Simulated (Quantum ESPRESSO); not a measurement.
## Ti under changes of volume

One of the cells (17.676 Å³/atom); the others are scaled copies at fixed shape and fractional positions:

```
Ti
1.0
    -1.64100    1.64100    1.64100
     1.64100   -1.64100    1.64100
     1.64100    1.64100   -1.64100
Ti
1
Direct
  0.00000 0.00000 0.00000
```

This isn't the form of Ti at room conditions, which is hcp.

- Program: Quantum ESPRESSO 7.5
- Functional: LDA
- Potentials or basis: GBRV 1.5 LDA
- Cutoff: 612 eV
- Density cutoff: 4898 eV
- k mesh: 11 × 11 × 11
- Occupations: fermi-dirac, width 0.05 eV
- Spin: no spin polarisation

| volume (Å³/atom) | energy over the lowest point (meV/atom) | pressure (GPa) |
| --- | --- | --- |
| 16.616 | 0.00 | -5.2 |
| 16.969 | 14.29 | -7.3 |
| 17.323 | 32.91 | -9.2 |
| 17.676 | 55.57 | -10.9 |
| 18.030 | 81.70 | -12.4 |
| 18.383 | 111.07 | -13.8 |
| 18.737 | ? | ? |

What does the run at 18.737 Å³/atom give?

Energy over the lowest point 143.27 meV/atom; pressure -15.1 GPa.

Worked out: A Birch-Murnaghan fit of order 3 (a polynomial in V^(-2/3)) to the other rows has no minimum within the range. It gives 143.39 meV/atom at 18.737 Å³/atom, against the run's 143.27, and -dE/dV = -15.2 GPa, against -15.1.

Energies are extrapolated to zero smearing.
